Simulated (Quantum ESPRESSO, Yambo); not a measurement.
# AgCl (Fm-3m): Bethe-Salpeter spectra with Yambo, part 3 of 4

How far does the k mesh set the exciton binding of AgCl (Fm-3m)?

Quantum ESPRESSO 7.5 and Yambo 5.3.0; PBE and many-body steps on it, plane waves. Known limits of the many-body steps: not at the basis limit; d shell near the gap, gap tends to lie low; no spin-orbit coupling; coarse k mesh; bindings not settled in the k mesh.

So far. Step 8 (Triplet (no exchange term)): The lowest triplet lies at 4.036 eV; without spin-orbit coupling triplets are dark, so no spectrum is read. Step 9 (Empty states on the mesh, 6×6×6 mesh, 23 bands): On this mesh the gap is 0.921 eV.

## 11. k mesh (6×6×6)

This step: Bethe-Salpeter equation on PBE with a scissors shift, plane waves, norm-conserving pseudopotentials.

The input, bse6.in:

```
optics
bss
bse
em1s
dipoles
rim_cut
RandQpts= 1000000
RandGvec= 1 RL
Chimod= "HARTREE"
BSKmod= "SEX"
BSEmod= "resonant"
BSSmod= "d"
BSENGexx= 20 Ry
BSENGBlk= 4 Ry
% BSEQptR
 1 | 1 |
%
% BSEBands
 11 | 14 |
%
% BEnRange
 0 | 7 | eV
%
% BDmRange
 0.1 | 0.1 | eV
%
BEnSteps= 141
% BLongDir
 1 | 0 | 0 |
%
% BndsRnXs
 5 | 23 |
%
NGsBlkXs= 4 Ry
% LongDrXs
 1 | 1 | 1 |
%
% KfnQP_E
 1.45 | 1.0 | 1.0 |
%
WRbsWF
FFTGvecs= 33 Ry
```

Started as:

```
$ OMP_NUM_THREADS=1 mpirun -n 4 yambo -F bse6.in -J bse6 -C bse6 > bse6.log
```

The program printed:

```text
 Yambo, version 5.3.0

 [02] CORE Variables Setup
 =========================

  [... cell, symmetries and grids as in the set-up ...]

  [02.05] Energies & Occupations
  ==============================

  [X] === General ===
  [X] Electronic Temperature                        :  0.000000  0.000000 [eV K]
  [X] Bosonic    Temperature                        :  0.000000  0.000000 [eV K]
  [X] Finite Temperature mode                       : no
  [X] El. density                                   :  0.59315E+24 [cm-3]
  [X] Fermi Level                                   :  7.682207 [eV]

  [X] === Gaps and Widths ===
  [X] Conduction Band Min                           :  0.921386 [eV]
  [X] Valence Band Max                              :  0.000000 [eV]
  [X] Filled Bands                                  :  13
  [X] Empty Bands                                   :  14  23
  [X] Direct Gap                                    :  3.124397 [eV]
  [X] Direct Gap localized at k                     :  1
  [X] Indirect Gap                                  :  0.921386 [eV]
  [X] Indirect Gap between kpts                     :   4   1
  [X] Last valence band width                       :  2.203011 [eV]
  [X] 1st conduction band width                     :  3.887007 [eV]

 [03] Transferred momenta grid and indexing
 ==========================================

 [BZ sampling] Q-grid is User defined and/or read from the database

 IBZ Q-points                                      :  16
 BZ  Q-points                                      :  216

 K/Q-points units:
 rlu = crystal or reduced units; cc = cartesian coordinates; iku = interal k-units

 Q [ 1]         [rlu]:  0.000000  0.000000  0.000000
 Q [ 2]         [rlu]:  0.75378E-17 -0.63400E-17  0.16667
[...]
bz_samp_indexes :      0.0220s P1 [MAX]      0.0219s P3 [min]
                                     io_fragment :      0.1198s P1 (168 calls,   0.713 msec avg) [MAX]      0.0590s P3 (134 calls,   0.440 msec avg) [min]
                                       FFT_setup :      0.0639s P2 ( 49 calls,   1.304 msec avg) [MAX]      0.0619s P4 ( 48 calls,   1.290 msec avg) [min]
                                     WF_load_FFT :      0.0686s P1 ( 49 calls,   1.401 msec avg) [MAX]      0.0658s P3 ( 48 calls,   1.372 msec avg) [min]
                                           io_WF :      0.1008s P1 (178 calls,   0.566 msec avg) [MAX]      0.0964s P3 (174 calls,   0.554 msec avg) [min]
                                T_space EXX Osc. :      0.1270s P1 ( 31 calls,   4.097 msec avg) [MAX]      0.1206s P3 ( 30 calls,   4.021 msec avg) [min]
                                  DIPOLE_g_space :      0.1964s P1 [MAX]      0.1823s P2 [min]
                               T_space CORR Osc. :      0.2808s P4 (128 calls,   2.194 msec avg) [MAX]      0.2494s P2 (136 calls,   1.834 msec avg) [min]
                            X T_space Kernel sum :      0.3736s P1 (272 calls,   1.374 msec avg) [MAX]      0.3073s P4 (256 calls,   1.200 msec avg) [min]
                                             RIM :      0.5218s P2 [MAX]      0.5200s P4 [min]
                                X T_space Kernel :      0.7981s P1 [MAX]      0.7859s P4 [min]
                SERIAL_HERMITIAN_diagonalization :      0.8556s P3 [MAX]      0.8528s P2 [min]
                                  LINEAR ALGEBRA :      0.8573s P1 ( 17 calls,  50.431 msec avg) [MAX]      0.8528s P2 [min]
                                    Diago Solver :      0.8908s P1 [MAX]      0.8762s P4 [min]
                                         Dipoles :      1.2551s P1 [MAX]      1.2550s P2 [min]
                                  Xo (procedure) :      2.3025s P1 ( 16 calls,   0.144 sec avg) [MAX]      1.8319s P4 ( 16 calls,   0.114 sec avg) [min]

 [11] Game Over & Game summary
```

It took 6.7 s on 4 MPI ranks of Arm Neoverse V2, shared host; peak memory 1.1 GiB; 22 s of CPU time.

Numbers from this step:

| Item | Value |
| --- | --- |
| transitions in the window | 648 |
| direct gap of the transition levels | 4.574 eV |
| lowest state | 4.169 eV |
| first strong exciton (over a fiftieth of the strongest listed) | 4.169 eV |
| binding of the lowest state below the direct gap | 0.4052 eV |
| Coulomb term of one mesh cell | 0.4127 eV |

The binding is 0.98 times the screened Coulomb term of one mesh cell (0.41 eV), so it is not shown settled.

The lowest state lies at 4.169 eV, 0.405 eV under the direct gap.

The ε₂ has structure finer than the step of the table below, so its rows give means over 0.25 eV, whole bins alone (the curve runs from 0 to 7 eV). Peaks (eV: height): BSE 4.200: 8.22, 4.750: 4.54, 5.100: 5.20, 5.600: 9.62; no electron-hole interaction 4.700: 5.22, 5.150: 3.70, 6.300: 8.69, 6.600: 6.28.

Field along x; broadening 0.1 eV; transition window only. Limits: finite bands, cutoff and mesh; d shell near the gap, gap tends to lie low; no spin-orbit coupling; exciton not shown settled in the k mesh. The ε₂ by photon energy; means over each step:

| photon energy (eV) | BSE | no electron-hole interaction |
| --- | --- | --- |
| 0.25 | 0.0174 | 0.0129 |
| 0.50 | 0.0194 | 0.0142 |
| 0.75 | 0.0218 | 0.0156 |
| 1.00 | 0.0248 | 0.0174 |
| 1.25 | 0.0284 | 0.0194 |
| 1.50 | 0.0328 | 0.0219 |
| 1.75 | 0.0385 | 0.0249 |
| 2.00 | 0.0459 | 0.0286 |
| 2.25 | 0.0559 | 0.0332 |
| 2.50 | 0.0698 | 0.0390 |
| 2.75 | 0.0901 | 0.0468 |
| 3.00 | 0.122 | 0.0574 |
| 3.25 | 0.179 | 0.0727 |
| 3.50 | 0.298 | 0.0961 |
| 3.75 | 0.652 | 0.136 |
| 4.00 | 3.01 | 0.219 |
| 4.25 | 6.67 | 0.467 |
| 4.50 | 2.69 | 1.99 |
| 4.75 | 3.55 | 3.86 |
| 5.00 | 3.55 | 2.29 |
| 5.25 | 4.17 | 2.69 |
| 5.50 | 7.84 | 3.35 |
| 5.75 | 5.75 | 3.62 |
| 6.00 | 3.37 | 6.10 |
| 6.25 | 2.50 | 8.11 |
| 6.50 | 1.39 | 6.00 |
| 6.75 | 0.985 | 3.76 |

## 12. Triplet (no exchange term)

bse7.in, as its differences from bse6.in of step 11:

```diff
@@ -12,3 +12,3 @@
 BSSmod= "d"
-BSENGexx= 20 Ry
+BSENGexx= 1 RL
 BSENGBlk= 4 Ry
```

Started as:

```
$ OMP_NUM_THREADS=1 mpirun -n 4 yambo -F bse7.in -J bse7,bse6_W -C bse7 > bse7.log
```

The program printed:

```text
 Yambo, version 5.3.0

 [02] CORE Variables Setup
 =========================

  [... cell, symmetries and grids as in the set-up ...]

  [02.05] Energies & Occupations
  ==============================

  [X] === General ===
  [X] Electronic Temperature                        :  0.000000  0.000000 [eV K]
  [X] Bosonic    Temperature                        :  0.000000  0.000000 [eV K]
  [X] Finite Temperature mode                       : no
  [X] El. density                                   :  0.59315E+24 [cm-3]
[...]
X T_space Kernel sum :      0.2513s P1 (272 calls,   0.924 msec avg) [MAX]      0.2068s P4 (256 calls,   0.808 msec avg) [min]
                     T_space CORR Osc. :      0.2784s P4 (128 calls,   2.175 msec avg) [MAX]      0.2493s P2 (136 calls,   1.833 msec avg) [min]
                      X T_space Kernel :      0.6734s P1 [MAX]      0.6575s P4 [min]
      SERIAL_HERMITIAN_diagonalization :      0.8555s P1 [MAX]      0.8539s P2 [min]
                        LINEAR ALGEBRA :      0.8555s P1 [MAX]      0.8539s P2 [min]
                          Diago Solver :      0.8932s P1 [MAX]      0.8787s P3 [min]

 [11] Game Over & Game summary
[key lines of the parts left out:]
Dipoles :      0.0026s P1 [MAX]      0.0026s P2 [min]
```

The job ended after 2.4 s (4 MPI ranks; peak memory 1.1 GiB).

The lowest triplet lies at 4.110 eV; without spin-orbit coupling triplets are dark, so no spectrum is read.

## 13. Empty states on the mesh, 8×8×8 mesh, 23 bands

This step: Quantum ESPRESSO 7.5; DFT, PBE, plane waves, norm-conserving pseudopotentials.

The input, pw.in:

```
&control
  calculation = 'nscf'
  prefix = 'x'
  outdir = 'o'
  pseudo_dir = 'pseudo'
/
&system
  ibrav = 0
  nat = 2
  ntyp = 2
  ecutwfc = 74.0
  nbnd = 23
  force_symmorphic = .true.
/
&electrons
  conv_thr = 1e-9
  electron_maxstep = 80
  diago_full_acc = .true.
  diago_thr_init = 5e-6
/
ATOMIC_SPECIES
  Ag 107.87 Ag.upf
  Cl 35.45 Cl.upf
CELL_PARAMETERS angstrom
  0.0000000000 2.7985000000 2.7985000000
  2.7985000000 0.0000000000 2.7985000000
  2.7985000000 2.7985000000 -0.0000000000
ATOMIC_POSITIONS crystal
  Ag 0.0000000000 0.0000000000 0.0000000000
  Cl 0.5000000000 0.5000000000 0.5000000000
K_POINTS automatic
  8 8 8 0 0 0
```

Started as:

```
$ OMP_NUM_THREADS=1 mpirun -n 4 pw.x -nk 4 -in pw.in > pw.out
```

The program printed:

```text
[banner, memory and clock lines left out]
Program PWSCF v.7.5 starts

     Atomic positions and unit cell read from directory:
     o/x.save/

     Message from routine setup:
     using ibrav=0 with symmetry is DISCOURAGED, use correct ibrav instead

     G-vector sticks info

     bravais-lattice index     =            0
     lattice parameter (alat)  =       7.4789  a.u.
     unit-cell volume          =     295.8030 (a.u.)^3
     number of atoms/cell      =            2
     number of atomic types    =            2
     number of electrons       =        26.00
[...]
5.3988   5.3988   5.6230   6.1988   6.1988   9.2987  17.1187  18.0883
    18.0883  19.5282  19.5282  20.3791  21.8569  23.2526  23.2526

          k = 0.1768 0.1768-0.1768 (  3182 PWs)   bands (ev):

   -81.9860 -45.5133 -45.5123 -45.5123  -7.0860   3.6905   4.1794   4.1794
     5.5158   5.5158   5.7634   6.9238   6.9238  10.5954  15.4778  16.8178
    16.8178  19.7540  19.7540  20.1979  24.2124  25.7156  25.7156

          k = 0.2652 0.2652-0.2652 (  3187 PWs)   bands (ev):

     [... further k-points ...]

     highest occupied, lowest unoccupied level (ev):     7.6822    8.6036

     XML data file, pseudopotentials, collected wavefunctions
```

Elapsed: 4.3 s, on 4 MPI ranks; peak memory 0.21 GiB.

Numbers from this step:

```
gap                                                           : 0.9214 eV
k of the valence top                                          : 0, 0, -0.5
k of the conduction bottom                                    : 0, 0, 0
least direct gap                                              : 3.100 eV
k points computed                                             : 29
lowest point of the top converged band, above the valence top : 13.44 eV
```

On this mesh the gap is 0.921 eV.

## 14. Conversion and set-up

This step: Yambo 5.3.0; conversion and set-up on PBE, plane waves, norm-conserving pseudopotentials.

Started as:

```
$ (cd o/x.save; p2y > p2y.log; mv SAVE ../..); yambo > setup.log
```

The program printed:

```text
 Yambo, version 5.3.0

 [02] CORE Variables Setup
 =========================

  [02.01] Unit cells
  ==================

  Cell kind             :  FCC
  Atoms in the cell     :  Ag  Cl
  number of Ag atoms    :  1
  number of Cl atoms    :  1

  List of atomic masses
  Mass of Ag    :  107.8700
  Mass of Cl    :  35.45000

  List of atomic coordinates    : [cc]
  Ag1       :  0.000000  0.000000  0.000000  order 1
  Cl1       :  5.288399  5.288399  5.288399  order 2

  Alat factors          :  5.288399  5.288399  5.288399 [a.u.]
  Direct lattice volume :  295.8030 [a.u.]
[...]
Q [ 1]         [rlu]:  0.000000  0.000000  0.000000
 Q [ 2]         [rlu]: -0.15337E-16 -0.15337E-16  0.12500
 Q [ 3]         [rlu]: -0.30674E-16 -0.30674E-16  0.25000
[...]
Q [ 8]         [rlu]:  0.20443E-16  0.12500      0.37500
 Q [ 9]         [rlu]:  0.86922E-17  0.12500      0.50000
 Q [10]         [rlu]:  0.58367E-17  0.12500     -0.37500
     [... 17 further rows ...]
 Q [28]         [rlu]:  0.125000 -0.500000 -0.375000
 Q [29]         [rlu]:  0.250000 -0.500000 -0.250000

  [03.01] X indexes
  =================

   [03.01.01] Sigma indexes
   ========================

 [06] Game Over & Game summary
```

The job ended after 2.8 s (1 MPI rank; peak memory 0.25 GiB).

## 15. k mesh (8×8×8)

This step: Bethe-Salpeter equation on PBE with a scissors shift, plane waves, norm-conserving pseudopotentials.

bse9.in, as its differences from bse7.in of step 12:

```diff
@@ -12,3 +12,3 @@
 BSSmod= "d"
-BSENGexx= 1 RL
+BSENGexx= 20 Ry
 BSENGBlk= 4 Ry
```

Started as:

```
$ OMP_NUM_THREADS=1 mpirun -n 4 yambo -F bse9.in -J bse9 -C bse9 > bse9.log
```

The program printed:

```text
 Yambo, version 5.3.0

 [02] CORE Variables Setup
 =========================

  [... cell, symmetries and grids as in the set-up ...]

  [02.05] Energies & Occupations
  ==============================

  [X] === General ===
  [X] Electronic Temperature                        :  0.000000  0.000000 [eV K]
  [X] Bosonic    Temperature                        :  0.000000  0.000000 [eV K]
  [X] Finite Temperature mode                       : no
  [X] El. density                                   :  0.59315E+24 [cm-3]
[...]
[08.01.04] Independent Particles properties @q1
   ===============================================

   ==========================================================

   [BSE] Exchange components :   531
   [BSE] Correlation components :    59   331

    [08.01.05.01] Screened interaction header I/O
    =============================================

    [08.01.05.02] Main kernel loop
    ==============================

    [08.01.05.03] Wave-Function Phases
    ==================================

    [BSE] WF phases found       :  49.73060 [o/o]

   [08.01.06] BSE solver(s) @q1
   ============================

   [08.01.07] Diago Solver @q1
   ===========================

 [11] Game Over & Game summary
```

It took 28 s on 4 MPI ranks; peak memory 1.3 GiB; 1.8 min of CPU time.

This step gave:

```yaml
transitions_in_the_window: 1536
direct_gap_of_the_transition_levels: 4.550 eV
lowest_state: 4.137 eV
first_strong_exciton_over_a_fiftieth_of_the_strongest_listed: 4.168 eV
binding_of_the_lowest_state_below_the_direct_gap: 0.4126 eV
coulomb_term_of_one_mesh_cell: 0.3120 eV
```

The binding is 1.3 times the screened Coulomb term of one mesh cell (0.31 eV), so it is not shown settled.

The lowest state lies at 4.137 eV, 0.413 eV under the direct gap.

## 16. Triplet (no exchange term)

bse10.in, as its differences from bse9.in of step 15:

```diff
@@ -12,3 +12,3 @@
 BSSmod= "d"
-BSENGexx= 20 Ry
+BSENGexx= 1 RL
 BSENGBlk= 4 Ry
```

Started as:

```
$ OMP_NUM_THREADS=1 mpirun -n 4 yambo -F bse10.in -J bse10,bse9_W -C bse10 > bse10.log
```

The program printed:

```text
 Yambo, version 5.3.0

 [02] CORE Variables Setup
 =========================

  [... cell, symmetries and grids as in the set-up ...]

  [02.05] Energies & Occupations
  ==============================

  [X] === General ===
  [X] Electronic Temperature                        :  0.000000  0.000000 [eV K]
  [X] Bosonic    Temperature                        :  0.000000  0.000000 [eV K]
  [X] Finite Temperature mode                       : no
  [X] El. density                                   :  0.59315E+24 [cm-3]
[...]
[06] Dipoles
 ============

  [06.01] Setup: observables and procedures
  =========================================

  [WARNING] [r,Vnl^pseudo] included in position and velocity dipoles.

  [WARNING] In case H contains other non local terms, these are neglected

 [07] Static Dielectric Matrix
 =============================

    [08.01.05.02] Main kernel loop
    ==============================

    [08.01.05.03] Wave-Function Phases
    ==================================

    [BSE] WF phases found       :  49.73060 [o/o]

   [08.01.06] BSE solver(s) @q1
   ============================

   [08.01.07] Diago Solver @q1
   ===========================

 [11] Game Over & Game summary
```

Wall time 14 s (4 MPI ranks); peak memory 1.2 GiB.

The lowest triplet lies at 4.056 eV; without spin-orbit coupling triplets are dark, so no spectrum is read.

## 17. Empty states on the mesh, 10×10×10 mesh, 23 bands

This step: Quantum ESPRESSO 7.5; DFT, PBE, plane waves, norm-conserving pseudopotentials.

pw.in: that of step 13 with these lines changed.

```diff
@@ -31,2 +31,2 @@
 K_POINTS automatic
-  8 8 8 0 0 0
+  10 10 10 0 0 0
```

Started as:

```
$ OMP_NUM_THREADS=1 mpirun -n 4 pw.x -nk 4 -in pw.in > pw.out
```

The program printed:

```text
[banner, memory and clock lines left out]
Program PWSCF v.7.5 starts

     Atomic positions and unit cell read from directory:
     o/x.save/

     Message from routine setup:
     using ibrav=0 with symmetry is DISCOURAGED, use correct ibrav instead

     G-vector sticks info

     bravais-lattice index     =            0
     lattice parameter (alat)  =       7.4789  a.u.
     unit-cell volume          =     295.8030 (a.u.)^3
     number of atoms/cell      =            2
     number of atomic types    =            2
     number of electrons       =        26.00
[...]
5.3823   5.3823   5.5976   6.0455   6.0455   9.0752  17.4638  18.2395
    18.2395  19.6783  19.6783  20.4215  21.4667  22.7763  22.7763

          k = 0.1414 0.1414-0.1414 (  3161 PWs)   bands (ev):

   -81.9859 -45.5129 -45.5122 -45.5122  -7.1480   4.0764   4.3788   4.3788
     5.4643   5.4643   5.7031   6.6466   6.6466  10.0678  16.0953  17.3573
    17.3573  19.5365  19.5365  20.2325  23.2235  24.7240  24.7240

          k = 0.2121 0.2121-0.2121 (  3179 PWs)   bands (ev):

     [... further k-points ...]

     highest occupied, lowest unoccupied level (ev):     7.6822    8.6036

     XML data file, pseudopotentials, collected wavefunctions
```

The job ended after 5.7 s (4 MPI ranks; peak memory 0.21 GiB; 22 s of CPU time).

This step gave:

- gap: 0.9214 eV
- k of the valence top: 0, 0, -0.5
- k of the conduction bottom: 0, 0, 0
- least direct gap: 3.030 eV
- k points computed: 47
- lowest point of the top converged band, above the valence top: 13.44 eV

On this mesh the gap is 0.921 eV.

## 18. Conversion and set-up

This step: Yambo 5.3.0; conversion and set-up on PBE, plane waves, norm-conserving pseudopotentials.

Started as:

```
$ (cd o/x.save; p2y > p2y.log; mv SAVE ../..); yambo > setup.log
```

The program printed:

```text
 Yambo, version 5.3.0

 [02] CORE Variables Setup
 =========================

  [02.01] Unit cells
  ==================

  Cell kind             :  FCC
  Atoms in the cell     :  Ag  Cl
  number of Ag atoms    :  1
  number of Cl atoms    :  1

  List of atomic masses
  Mass of Ag    :  107.8700
  Mass of Cl    :  35.45000

  List of atomic coordinates    : [cc]
  Ag1       :  0.000000  0.000000  0.000000  order 1
  Cl1       :  5.288399  5.288399  5.288399  order 2

  Alat factors          :  5.288399  5.288399  5.288399 [a.u.]
  Direct lattice volume :  295.8030 [a.u.]
[...]
Q [ 1]         [rlu]:  0.000000  0.000000  0.000000
 Q [ 2]         [rlu]:  0.49621E-17 -0.19768E-17  0.10000
 Q [ 3]         [rlu]:  0.21605E-16 -0.61507E-17  0.20000
[...]
Q [ 8]         [rlu]:  0.27649E-17  0.10000      0.20000
 Q [ 9]         [rlu]:  0.99243E-17  0.10000      0.30000
 Q [10]         [rlu]:  0.35356E-16  0.10000      0.40000
     [... 35 further rows ...]
 Q [46]         [rlu]:  0.200000  0.400000 -0.300000
 Q [47]         [rlu]:  0.200000 -0.500000 -0.300000

  [03.01] X indexes
  =================

   [03.01.01] Sigma indexes
   ========================

 [06] Game Over & Game summary
```

Wall time 3.3 s (1 MPI rank); peak memory 0.25 GiB.

## 19. k mesh (10×10×10)

This step: Bethe-Salpeter equation on PBE with a scissors shift, plane waves, norm-conserving pseudopotentials.

bse12.in, as its differences from bse10.in of step 16:

```diff
@@ -12,3 +12,3 @@
 BSSmod= "d"
-BSENGexx= 1 RL
+BSENGexx= 20 Ry
 BSENGBlk= 4 Ry
```

Started as:

```
$ OMP_NUM_THREADS=1 mpirun -n 4 yambo -F bse12.in -J bse12 -C bse12 > bse12.log
```

The program printed:

```text
 Yambo, version 5.3.0

 [02] CORE Variables Setup
 =========================

  [... cell, symmetries and grids as in the set-up ...]

  [02.05] Energies & Occupations
  ==============================

  [X] === General ===
  [X] Electronic Temperature                        :  0.000000  0.000000 [eV K]
  [X] Bosonic    Temperature                        :  0.000000  0.000000 [eV K]
  [X] Finite Temperature mode                       : no
  [X] El. density                                   :  0.59315E+24 [cm-3]
[...]
[08.01.04] Independent Particles properties @q1
   ===============================================

   ==========================================================

   [BSE] Exchange components :   531
   [BSE] Correlation components :    59   331

    [08.01.05.01] Screened interaction header I/O
    =============================================

    [08.01.05.02] Main kernel loop
    ==============================

    [08.01.05.03] Wave-Function Phases
    ==================================

    [BSE] WF phases found       :  56.01729 [o/o]

   [08.01.06] BSE solver(s) @q1
   ============================

   [08.01.07] Diago Solver @q1
   ===========================

 [11] Game Over & Game summary
```

Wall time 2.1 min (4 MPI ranks); peak memory 1.8 GiB.

This step gave:

```yaml
transitions_in_the_window: 3000
direct_gap_of_the_transition_levels: 4.480 eV
lowest_state: 4.106 eV
first_strong_exciton_over_a_fiftieth_of_the_strongest_listed: 4.148 eV
binding_of_the_lowest_state_below_the_direct_gap: 0.3741 eV
coulomb_term_of_one_mesh_cell: 0.2499 eV
```

The binding is 1.5 times the screened Coulomb term of one mesh cell (0.25 eV), so it is not shown settled.

The lowest state lies at 4.106 eV, 0.374 eV under the direct gap.

(Continued in part 4 of 4.)

[Paths, hosts, dates, memory and timing lines, banners, echoed tables and standing remarks are left out of the program output.]

[Logs are printed without paths, hosts, clocks, repeated set-up lines and the standing remarks that a program may print on its own settings, such as how far it seeks lower states.]

[Runs of the session that timed out or met a known fault of the program may be left out.]

[Hosts, paths, dates, database ids (printed as entryN), source tags and the programs' standing remarks are cut or masked in the printed files.]
